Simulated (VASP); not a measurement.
Al2O3:

```
Al O
1.0
     2.88432    0.00000    0.00000
    -1.44216    2.49790    0.00000
     0.00000    0.00000    9.33675
Al O
2 3
Direct
  0.00000 0.00000 0.85001
  0.00000 0.00000 0.14999
  0.33333 0.66667 0.77768
  0.66667 0.33333 0.00000
  0.33333 0.66667 0.22232
```

Measurements of this composition are mostly on another form, of space group No. 167.

| Property | Result |
| --- | --- |
| Program | VASP 6.6.1 |
| Task | relaxation of cell and atoms |
| Functional | PBE |
| Dispersion | D4 |
| Potentials or basis | VASP PAW PBE potentials, release 64 (Al, O) |
| Cutoff | 600 eV |
| k mesh | 8 × 8 × 3 |
| Occupations | fermi-dirac, width 0.05 eV |
| Spin | no spin polarisation |

At the start: pressure -2.2 GPa; volume 13.45 Å³/atom.

Question: How do energy, volume and symmetry change on relaxing?

Answer: Over 31 steps the energy falls by 25.5 meV/atom and the volume is 10.35 Å³/atom (-23.1 %); space group P-6m2 (No. 187, to 0.05 Å).

The path:
```tsv
step	energy change (eV)	largest force (eV/Å)	pressure (GPa)	volume (Å³)
1	0.0000	0.0668	-2.21	67.27
2	-0.0017	0.2602	1.95	65.48
3	-0.0070	0.1074	-0.06	66.31
4	-0.0074	0.1462	-0.08	66.13
5	-0.0077	0.0460	-0.04	66.20
6	-0.0080	0.0448	-0.09	66.15
7	-0.0087	0.0435	-0.12	66.03
8	-0.0101	0.0396	-0.20	65.80
9	-0.0127	0.0317	-0.33	65.34
10	-0.0174	0.0846	-0.63	64.41
11	-0.0260	0.1913	-1.12	62.56
12	-0.0454	0.3490	-1.57	58.88
13	-0.0998	0.4946	-0.70	51.60
14	-0.0667	0.1711	-0.13	57.72
15	-0.0934	0.2646	-0.12	54.65
16	-0.1049	0.3111	-0.05	53.12
17	-0.1088	0.3401	0.09	52.36
18	-0.1089	0.3390	0.07	52.33
19	-0.1092	0.3380	0.05	52.30
20	-0.1097	0.3404	0.05	52.22
21	-0.1105	0.3415	-0.01	52.07
22	-0.1117	0.3464	-0.09	51.77
23	-0.1118	0.3605	-0.19	51.17
24	-0.1122	0.3506	-0.10	51.55
25	-0.1134	0.3339	-0.10	51.56
26	-0.1166	0.2849	-0.03	51.57
27	-0.1217	0.1872	0.11	51.60
28	-0.1268	0.0581	0.39	51.64
29	-0.1269	0.0811	0.45	51.66
30	-0.1273	0.0342	0.20	51.70
31	-0.1273	0.0030	-0.01	51.74
```

Final structure:
```
Al O
1.0
     2.86623    0.00000    0.00000
    -1.43312    2.48223    0.00000
     0.00000    0.00000    7.27276
Al O
2 3
Direct
  0.00000 0.00000 0.80871
  0.00000 0.00000 0.19129
  0.33333 0.66667 0.71547
  0.66667 0.33333 0.00000
  0.33333 0.66667 0.28453
```

Caveat: the volume moved by over 15 % at a fixed basis, so the end points are rough.
